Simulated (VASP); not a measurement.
# CdTe (F-43m) in VASP: single point with LDA

Aim: the single point of CdTe with LDA.

All numbers are computed with VASP 6.6.1; they aren't measurements. Logs are shortened: lines on timing, memory, paths and dates and some standing lists are left out, and cuts for length are marked.

**Measured values to compare with.**

A printed reference work, data compilation reports, for a bulk crystal of CdTe at 0 K: band gap 1.607 eV.

How close the calculation comes is told below.

## 1. The cell of the first run

The structure is cubic, space group F-43m (No. 216). Conventional cell: a = 6.410 Å, b = 6.410 Å, c = 6.410 Å, α = 90.00°, β = 90.00°, γ = 90.00°. Within 3.7 Å of Cd (site symmetry -43m) lie 4 Te at 2.78 Å. Within 3.7 Å of Te (site symmetry -43m) lie 4 Cd at 2.78 Å.

## 2. Single point, LDA

File INCAR:

```
SYSTEM = CdTe
ALGO = Normal
EDIFF = 1E-6
ENCUT = 500
GGA = CA
GGA_COMPAT = .False.
ISIF = 2
ISMEAR = -1
ISYM = 0
LASPH = .True.
LCHARG = .True.
LELF = .True.
LREAL = .False.
LVHAR = .True.
LWAVE = .False.
NBANDS = 86
NELM = 120
PREC = Accurate
SIGMA = 0.05
```

File KPOINTS:

```
Automatic mesh
0
Gamma
  2 2 2
  0.5 0.5 0.5
```

File POSCAR:

```
CdTe
1.0
    0.0000000000      6.4100000000      6.4100000000
    6.4100000000      0.0000000000      6.4100000000
    6.4100000000      6.4100000000      0.0000000000
Cd Te
8 8
Direct
    0.0000000000      0.0000000000      0.0000000000
    0.0000000000      0.0000000000      0.5000000000
    0.0000000000      0.5000000000      0.0000000000
    0.0000000000      0.5000000000      0.5000000000
    0.5000000000      0.0000000000      0.0000000000
    0.5000000000      0.0000000000      0.5000000000
    0.5000000000      0.5000000000      0.0000000000
    0.5000000000      0.5000000000      0.5000000000
    0.1250000000      0.1250000000      0.1250000000
    0.1250000000      0.1250000000      0.6250000000
    0.1250000000      0.6250000000      0.1250000000
    0.1250000000      0.6250000000      0.6250000000
    0.6250000000      0.1250000000      0.1250000000
    0.6250000000      0.1250000000      0.6250000000
    0.6250000000      0.6250000000      0.1250000000
    0.6250000000      0.6250000000      0.6250000000
```

Potentials or basis: VASP PAW LDA potentials, release 64 (Cd, Te).

Launch:

```bash
> cat potpaw_LDA.64/Cd/POTCAR potpaw_LDA.64/Te/POTCAR > POTCAR
> mpirun -np 1 vasp_std > vasp.out
```

OUTCAR:

```text
SYSTEM = CdTe
   EDIFF = 1E-6
   ENCUT = 500
   GGA = CA
   ISIF = 2
   ISMEAR = -1
   ISYM = 0
   LASPH = .True.
   LREAL = .False.
   NELM = 120
   PREC = Accurate

 ion  position               nearest neighbor table
   1  0.000  0.000  0.000-   9 2.78  10 2.78  11 2.78  13 2.78
   2  0.000  0.000  0.500-   9 2.78  10 2.78  12 2.78  14 2.78
   3  0.000  0.500  0.000-   9 2.78  11 2.78  12 2.78  15 2.78
   4  0.000  0.500  0.500-  10 2.78  11 2.78  12 2.78  16 2.78
   5  0.500  0.000  0.000-   9 2.78  13 2.78  14 2.78  15 2.78
   6  0.500  0.000  0.500-  10 2.78  13 2.78  14 2.78  16 2.78
[... 8 lines left out ...]
  15  0.625  0.625  0.125-   3 2.78   5 2.78   7 2.78   8 2.78
  16  0.625  0.625  0.625-   4 2.78   6 2.78   7 2.78   8 2.78

IMPORTANT INFORMATION: All symmetrisations will be switched off!
NOSYMM: (Re-)initialisation of all symmetry stuff for point group C_1.

----------------------------------------------------------------------------------------

                                     Primitive cell

  volume of cell :     526.7494

  direct lattice vectors                    reciprocal lattice vectors
     0.000000000  6.410000000  6.410000000    -0.078003120  0.078003120  0.078003120
     6.410000000  0.000000000  6.410000000     0.078003120 -0.078003120  0.078003120
     6.410000000  6.410000000  0.000000000     0.078003120  0.078003120 -0.078003120

  length of vectors
     9.065108935  9.065108935  9.065108935     0.135105367  0.135105367  0.135105367

  position of ions in fractional coordinates (direct lattice)
     0.000000000  0.000000000  0.000000000
     0.000000000  0.000000000  0.500000000
     0.000000000  0.500000000  0.000000000
     0.000000000  0.500000000  0.500000000
     0.500000000  0.000000000  0.000000000
     0.500000000  0.000000000  0.500000000
[... 8 lines left out ...]
     0.625000000  0.625000000  0.125000000
     0.625000000  0.625000000  0.625000000

  ion indices of the primitive-cell ions
   primitive index   ion index
                 1           1
                 2           2
                 3           3
                 4           4
                 5           5
                 6           6
[... 8 lines left out ...]
                15          15
                16          16

----------------------------------------------------------------------------------------

 KPOINTS: Automatic mesh

Automatic generation of k-mesh.
 Grid dimensions read from file:
 generate k-points for:    2    2    2

 Generating k-lattice:

  Cartesian coordinates                     Fractional coordinates (reciprocal lattice)
    -0.039001560  0.039001560  0.039001560     0.500000000  0.000000000  0.000000000
     0.039001560 -0.039001560  0.039001560     0.000000000  0.500000000  0.000000000
     0.039001560  0.039001560 -0.039001560     0.000000000  0.000000000  0.500000000

  Length of vectors
     0.067552684  0.067552684  0.067552684

  Shift w.r.t. Gamma in fractional coordinates (k-lattice)
     0.500000000  0.500000000  0.500000000

 Subroutine IBZKPT returns following result:
 ===========================================

 Found     16 irreducible k-points:

 Following reciprocal coordinates:
            Coordinates               Weight
  0.250000  0.250000  0.250000      2.000000
  0.250000  0.000000  0.000000      2.000000
  0.000000  0.000000 -0.250000      2.000000
  0.000000  0.250000  0.000000      2.000000
 -0.250000  0.250000  0.250000      2.000000
  0.250000 -0.250000  0.250000      2.000000
[... 8 lines left out ...]
  0.000000  0.250000  0.500000      2.000000
  0.500000  0.250000  0.000000      2.000000
   k-points           NKPTS =     16   k-points in BZ     NKDIM =     16   number of bands    NBANDS=     86
   number of dos      NEDOS =    301   number of ions     NIONS =     16
   total plane-waves  NPLWV = 343000
   dimension x,y,z NGX =    70 NGY =   70 NGZ =   70
   dimension x,y,z NGXF=   140 NGYF=  140 NGZF=  140
   ions per type =               8   8
   NGX,Y,Z   is equivalent  to a cutoff of  12.84, 12.84, 12.84 a.u.
   NGXF,Y,Z  is equivalent  to a cutoff of  25.67, 25.67, 25.67 a.u.
 SYSTEM =  CdTe
   PREC   = accura    normal or accurate (medium, high low for compatibility)
   ISTART =      0    job   : 0-new  1-cont  2-samecut
   ICHARG =      2    charge: 1-file 2-atom 10-const
   ISPIN  =      1    spin polarized calculation?
   LNONCOLLINEAR =      F non collinear calculations
   LSORBIT =      F    spin-orbit coupling
   LASPH  =      T    aspherical Exc in radial PAW
   ENCUT  =  500.0 eV  36.75 Ry    6.06 a.u.  16.53 16.53 16.53*2*pi/ulx,y,z
   NELM   =    120;   NELMIN=  2; NELMDL= -5     # of ELM steps
   EDIFF  = 0.1E-05   stopping-criterion for ELM
   LREAL  =      F    real-space projection
   EDIFFG = 0.1E-04   stopping-criterion for IOM
   NSW    =      0    number of steps for IOM
   IBRION =     -1    ionic relax: 0-MD 1-quasi-New 2-CG
   NFREE  =      0    steps in history (QN), initial steepest desc. (CG)
   ISIF   =      2    stress and relaxation
   ISYM   =      0    0-nonsym 1-usesym 2-fastsym
   POTIM  = 0.5000    time-step for ionic-motion
   TEBEG  =    0.0;   TEEND  =   0.0 temperature during run
   PSTRESS=    0.0 pullay stress
   NELECT =     144.0000    total number of electrons
   NUPDOWN=      -1.0000    fix difference up-down
   EMIN   =  10.00;   EMAX   =-10.00  energy-range for DOS
   EFERMI =   0.00;   METHOD = LEGACY
   ISMEAR =    -1;   SIGMA  =   0.05  broadening in eV -4-tet -1-fermi 0-gaus
   EFERMI_NEDOS =   21; number of points for ismear=-14 and -15
   IALGO  =     38    algorithm
   IMIX   =      4    mixing-type and parameters
     AMIX     =   0.40;   BMIX     =  1.00
     AMIX_MAG =   1.60;   BMIX_MAG =  1.00
  volume/ion in A,a.u.               =      32.92       222.17
  Fermi-wavevector in a.u.,A,eV,Ry     =   1.062497  2.007828 15.359610  1.128899
  Thomas-Fermi vector in A             =   2.197950
   LORBIT       =      0    0 simple, 1 ext, 2 COOP (PROOUT), +10 PAW based schemes
   GGA     = CA    functional components
   LHFCALC =     F    Hartree Fock is set to
   AEXX    =    0.0000 exact exchange contribution
   IVDW    =     0    specifies the selected vdW correction
   LEPSILON=     F    determine dielectric tensor
   LRPA    =     F    only Hartree local field effects (RPA)
 non-spin polarized calculation
  energy-cutoff  :      500.00
  volume of cell :      526.75
 maximum number of plane-waves:     13413
 NGX is ok and might be reduce to    70
   NGX = 33   NGY = 33   NGZ = 33

 number of electron     144.0000055 magnetization

 Free energy of the ion-electron system (eV)
  ---------------------------------------------------
  ext. energy  EPLUGINS =         0.00000000
  ---------------------------------------------------
  free energy    TOTEN  =       -48.41254086 eV

  energy without entropy =      -48.41254082  energy(sigma->0) =      -48.41254084

 E-fermi :   3.1968     XC(G=0):  -9.0899

 val. band max:        2.3154753446   @ k =   0.2500   0.0000   0.0000
 cond. band min:       4.0446415028   @ k =   0.2500   0.0000   0.0000
 fundamental gap:      1.7291661581
 Fermi energy:         3.1968296553

 k-point     1 :       0.2500    0.2500    0.2500
  band No.  band energies     occupation
      1      -8.9057      2.00000
      2      -8.5959      2.00000
      3      -8.5140      2.00000
      4      -8.5140      2.00000
      5      -8.5140      2.00000
      6      -8.4199      2.00000
[... 76 lines left out ...]
     83       5.6294      0.00000
     84       6.9267      0.00000

 k-point     2 :       0.2500    0.0000    0.0000
  band No.  band energies     occupation
      1      -8.9057      2.00000
      2      -8.5959      2.00000
      3      -8.5140      2.00000
      4      -8.5140      2.00000
      5      -8.5140      2.00000
      6      -8.4199      2.00000
[... 1207 lines left out ...]
     83       6.8823      0.00000
     84       6.8823      0.00000

 k-point    16 :       0.5000    0.2500    0.0000
  band No.  band energies     occupation
      1      -8.7601      2.00000
      2      -8.6569      2.00000
      3      -8.5573      2.00000
      4      -8.5158      2.00000
      5      -8.5158      2.00000
      6      -8.4593      2.00000
[... 76 lines left out ...]
     83       6.8823      0.00000
     84       6.8823      0.00000
 [bands above 84 left out]

------------------------ aborting loop because EDIFF is reached ----------------------------------------

  FORCE on cell =-STRESS in cart. coord.  units (eV):
  Direction    XX          YY          ZZ          XY          YZ          ZX
  --------------------------------------------------------------------------------------
  -------------------------------------------------------------------------------------
  Total        0.8077431      0.8077419      0.8077377     -0.0000033     -0.0000018     -0.0000034
  in kB        2.4568564      2.4568527      2.4568399     -0.0000099     -0.0000054     -0.0000105
  external PRESSURE =       2.4568497 kB  Pullay stress =       0.0000000 kB

 VOLUME and BASIS-vectors are now :
 -----------------------------------------------------------------------------
  energy-cutoff  :      500.00
  volume of cell :      526.75
      direct lattice vectors                 reciprocal lattice vectors
     0.000000000  6.410000000  6.410000000    -0.078003120  0.078003120  0.078003120
     6.410000000  0.000000000  6.410000000     0.078003120 -0.078003120  0.078003120
     6.410000000  6.410000000  0.000000000     0.078003120  0.078003120 -0.078003120

 POSITION                                       TOTAL-FORCE (eV/Angst)
 -----------------------------------------------------------------------------------
      0.00000      0.00000      0.00000         0.000001      0.000001      0.000001
      3.20500      3.20500      0.00000         0.000000     -0.000001      0.000001
      3.20500      0.00000      3.20500        -0.000001      0.000001     -0.000000
      6.41000      3.20500      3.20500         0.000000      0.000001      0.000000
      0.00000      3.20500      3.20500         0.000001     -0.000002      0.000000
      3.20500      6.41000      3.20500         0.000001      0.000001      0.000001
[... 8 lines left out ...]
      4.80750      4.80750      8.01250        -0.000000     -0.000000     -0.000000
      8.01250      8.01250      8.01250         0.000000      0.000000     -0.000001
 -----------------------------------------------------------------------------------
    total drift:                                0.000001     -0.000000     -0.000001

  FREE ENERGIE OF THE ION-ELECTRON SYSTEM (eV)
  ---------------------------------------------------
  free  energy   TOTEN  =       -48.4125408578 eV

  energy  without entropy=      -48.4125408171  energy(sigma->0) =      -48.41254084
```

It took 29 min on 1 thread of Intel Xeon Platinum 8375C at 2.90GHz (Ice Lake), shared host; peak memory 0.78 GiB.

Results:

* Free energy: -48.4125 eV
* Pressure: 0.2 GPa
* Band gap on the k mesh: 1.73 eV

Levels at points of the mesh, in eV from the valence-band top:
```
           k point  band 69  band 70  band 71  band 72  band 73  band 74  band 75  band 76
(0.25, 0.25, 0.25)    -0.58    -0.58     0.00     0.00     1.73     1.91     2.56     2.56
```

Caveat: spin-orbit coupling is left out, which moves the levels of the heavy elements; a shifted mesh leaves out Γ, where band edges can lie.

## 3. How close it comes

Step 2. Measured gap of CdTe: 1.607 eV (0 K; a printed reference work, data compilation). This calculation gives 1.73 eV (+0.12 eV). Spin-orbit coupling on Cd, Te is left out. The value is that of LDA on a finite k mesh, which can miss the band edges, without temperature or zero-point motion.
